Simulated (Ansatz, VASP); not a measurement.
Given: the input of a run of Ansatz 0.2.0 on Au.

The input input.yaml:

```yaml
crystal:
  lattice:
    - [3.98195, 0.0, 0.0]
    - [0.0, 3.98195, 0.0]
    - [0.0, 0.0, 3.98195]
  atoms:
    - { symbol: Au, position: [0.5, 0.0, 0.0] }
    - { symbol: Au, position: [0.0, 0.5, 0.0] }
    - { symbol: Au, position: [0.0, 0.0, 0.5] }
hamiltonian:
  xc: pbe
  pseudopotentials: { kind: paw }
kpoints:
  mp_grid: { grid: [7, 7, 7] }
scf:
  occupations: { method: fermi_dirac, width: 0.05 }
output:
  forces: true
  stress: true
  eigenvalues: true
relax:
  f_tol: 0.01
  max_steps: 40
  cell: { stress_tol: 0.05 }
```

Potentials or basis: Ansatz PAW.

Command:

```bash
$ ansatz run input.yaml --threads 2 --pin off --max-ram 5632MiB --backend cpu --events-out ev --progress --plain --runs-dir out
```

Q: Translate it to VASP 6.6.1. Potentials there: VASP PAW PBE potentials, release 64 (Au_sv_GW).

A: As run (the cutoff follows the program's own potentials):

Contents of INCAR:

```
ALGO     = Fast           # electronic algorithm
EDIFF    = 1E-6           # SCF threshold, eV
EDIFFG   = -0.01          # ionic threshold
ENCUT    = 600            # plane-wave cutoff, eV
GGA      = PE             # functional
IBRION   = 2              # ionic algorithm
ISIF     = 3              # what is computed and relaxed
ISMEAR   = -1             # smearing method
LASPH    = T              # aspherical terms in the spheres
LCHARG   = F              # write CHGCAR
LREAL    = F              # projectors in reciprocal space
LWAVE    = F              # write WAVECAR
NELM     = 80             # most SCF steps
NSW      = 60             # ionic steps
PREC     = Accurate       # precision mode
SIGMA    = 0.05           # smearing width, eV
```

KPOINTS

```
k-points
0
Gamma
  7 7 7
```

The input POSCAR:

```
Au
1.0
    3.9819500000      0.0000000000      0.0000000000
    0.0000000000      3.9819500000      0.0000000000
    0.0000000000      0.0000000000      3.9819500000
Au
3
Direct
    0.5000000000      0.0000000000      0.0000000000
    0.0000000000      0.5000000000      0.0000000000
    0.0000000000      0.0000000000      0.5000000000
```

Potentials or basis: VASP PAW PBE potentials, release 64 (Au_sv_GW).

The run is started by

```sh
$ cat potpaw_PBE.64/Au_sv_GW/POTCAR > POTCAR
$ mpirun -np 1 vasp_std > vasp.out
```

Both were run:

|  | VASP | Ansatz | Ansatz less VASP |
| --- | --- | --- | --- |
| gap on the k mesh at the Fermi level, each at its own relaxed structure (eV) | none | none | - |
| relaxed volume (Å³/atom) | 21.05 | 21.05 | 0.000 |
| relaxed cell length with the largest relative difference (Å) | 3.982 | 3.982 | 0.0000 |

A gap of «none» marks a metal or a gap that the smearing closes.

Caveats: the relaxation stopped at its first step, so nothing moved (VASP); the plane-wave basis is chosen anew once the cell has moved, so the energies of steps on either side of that aren't comparable (Ansatz). Spin-orbit coupling is left out, which matters for the levels of Au.
